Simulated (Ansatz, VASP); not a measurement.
**B in VASP and in Ansatz**

The input INCAR:

```
PREC = Accurate
ENCUT = 600
EDIFF = 1E-6
ISMEAR = 0
SIGMA = 0.01
LREAL = False
LASPH = True
NELM = 100
ALGO = Normal
ISIF = 3
LWAVE = False
LCHARG = False
GGA = PE
IBRION = 2
NSW = 100
EDIFFG = -0.01
```

KPOINTS

```
regular mesh
0
Gamma
  14 14 12
```

Contents of POSCAR:

```
B
1.0
    2.6350954828     -1.6134494097      0.0000000000
    2.6350954828      1.6134494097      0.0000000000
   -0.0360617909      0.0000000000      3.1706847039
B
4
Direct
    0.2172912910      0.4645434357      0.3183949999
    0.4645434357      0.2172912910      0.8183949999
    0.5354565643      0.7827087090      0.1816050001
    0.7827087090      0.5354565643      0.6816050001
```

Input for Ansatz:

```yaml
crystal:
  lattice:
    - [2.6350954828, -1.6134494097, 0.0]
    - [2.6350954828, 1.6134494097, 0.0]
    - [-0.0360617909, 0.0, 3.1706847039]
  atoms:
    - { symbol: B, position: [0.217291291, 0.4645434357, 0.3183949999] }
    - { symbol: B, position: [0.4645434357, 0.217291291, 0.8183949999] }
    - { symbol: B, position: [0.5354565643, 0.782708709, 0.1816050001] }
    - { symbol: B, position: [0.782708709, 0.5354565643, 0.6816050001] }
basis:
  ecutwfc: 420
kpoints:
  mp_grid: { grid: [14, 14, 12] }
hamiltonian:
  xc: pbe
scf:
  occupations: { method: gaussian, width: 0.01 }
output:
  forces: true
  stress: true
  eigenvalues: true
relax:
  adjacent_minimum: "off"
  f_tol: 0.01
  max_steps: 80
  cell: { stress_tol: 0.05 }
```

Alike in both runs: task relaxation of cell and atoms; functional PBE; k mesh 14 × 14 × 12; occupations gaussian, width 0.01 eV; no spin polarisation.

```csv
,VASP,Ansatz
version,VASP 6.6.1,Ansatz 0.2.0
potentials or method,"VASP PAW PBE potentials, release 64 (B)","scalar-relativistic, plane waves, PAW"
plane-wave cutoff (eV),600,420
valence electrons in the cell,12,12
```

|  | VASP | Ansatz | Ansatz less VASP |
| --- | --- | --- | --- |
| relaxed volume (Å³/atom) | 6.74 | 6.74 | +0.003 |
| relaxed cell length with the largest relative difference (Å) | 3.092 | 3.093 | +0.0006 |
